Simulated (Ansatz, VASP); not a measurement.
**Sn: VASP beside Ansatz**

Contents of INCAR:

```
SYSTEM = Sn
PREC     = Accurate       ! precision mode
ENCUT    = 520            ! plane-wave cutoff, eV
EDIFF    = 1E-7           ! SCF threshold, eV
ISMEAR   = -1             ! smearing method
SIGMA    = 0.1            ! smearing width, eV
LREAL    = .False.        ! projectors in reciprocal space
LASPH    = .True.         ! aspherical terms in the spheres
NELM     = 100            ! most SCF steps
ALGO     = Normal         ! electronic algorithm
ISIF     = 2              ! what is computed and relaxed
LWAVE    = .False.        ! write WAVECAR
LCHARG   = .True.         ! write CHGCAR
GGA      = CA             ! functional
LELF     = .True.         ! ELF
LVHAR    = .True.       
NBANDS   = 21             ! bands
```

KPOINTS

```
regular mesh
0
Gamma
  10 10 10
  0 0 0
```

POSCAR

```
Sn
1.0
   -2.8801845142      2.8801845142      1.5722595216
    2.8801845142     -2.8801845142      1.5722595216
    2.8801845142      2.8801845142     -1.5722595216
Sn
2
Direct
    0.0000000000      0.0000000000      0.0000000000
    0.7500000000      0.2500000000      0.5000000000
```

Input for Ansatz:

```yaml
crystal:
  lattice:
    - [-2.880184514218604, 2.880184514218604, 1.5722595216271613]
    - [2.880184514218604, -2.880184514218604, 1.5722595216271613]
    - [2.880184514218604, 2.880184514218604, -1.5722595216271613]
  atoms:
    - { symbol: Sn, position: [0.0, 0.0, 0.0] }
    - { symbol: Sn, position: [0.75, 0.25, 0.5] }
basis:
  ecutwfc: 476.19925930478996
kpoints:
  mp_grid:
    grid: [10, 10, 10]
hamiltonian:
  xc: lda
scf:
  occupations:
    method: fermi_dirac
    width: 0.1
output:
  stress: true
```

Alike in both runs: task single point; functional LDA; k mesh 10 × 10 × 10; occupations fermi-dirac, width 0.1 eV; no spin polarisation.

|  | VASP | Ansatz |
| --- | --- | --- |
| version | VASP 6.6.1 | Ansatz 0.2.0 |
| potentials or method | VASP PAW LDA potentials, release 64 (Sn_d) | plane waves, PAW |
| plane-wave cutoff (eV) | 520 | 476 |
| valence electrons in the cell | 28 | 28 |

```tsv
	VASP	Ansatz	Ansatz less VASP
pressure (GPa)	0.3	0.3	+0.01
largest component of the traceless stress (GPa)	0.70	0.71	+0.012
```
